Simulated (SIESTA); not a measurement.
MnO:

```xyz
2
Lattice="0.0000 2.2239 2.2239 2.2239 0.0000 2.2239 2.2239 2.2239 0.0000" Properties=species:S:1:pos:R:3 pbc="T T T"
Mn    0.0000    0.0000    0.0000
O     2.2239    2.2239    2.2239
```

The cell is a database's computed one.

Base run:

```yaml
Program: SIESTA 5.4.2
Functional: PBE
Potentials_or_basis: PseudoDojo 0.4 standard (PBE files)
Basis: DZP (energy shift 0.003 Ry; two zetas on semicore shells)
Grid_cutoff: 800 Ry
Energy_shift: 0.003 Ry
k_mesh: 7 × 7 × 7
Occupations: fermi-dirac, width 0.05 eV
Spin: collinear spin, ferromagnetic start
Starting_moments: "[4.0, 0.0] μB"
```

Its results: band gap on the k mesh none (metal or under the smearing width); pressure 1.3 GPa; net moment 4.82 μB per cell; site moments Mn +4.64; O +0.17 μB.

Question: The run is repeated on the same cell with these changes: hubbard terms from none to Mn d U = 2 eV. What comes out?

Answer: Band gap on the k mesh none (metal or under the smearing width); pressure 7.9 GPa; net moment 5.00 μB per cell; site moments Mn +4.84; O +0.16 μB.

Caveats: short orbitals over semicore shells can move pressures by several GPa; the basis of atomic orbitals isn't converged, which shifts pressures, moduli and gaps; a cell with one magnetic atom can't hold antiferromagnetic order, which such compounds often take; semilocal functionals often make such compounds metallic where correlation or magnetic order opens a gap, which also shifts bond lengths (some runs).
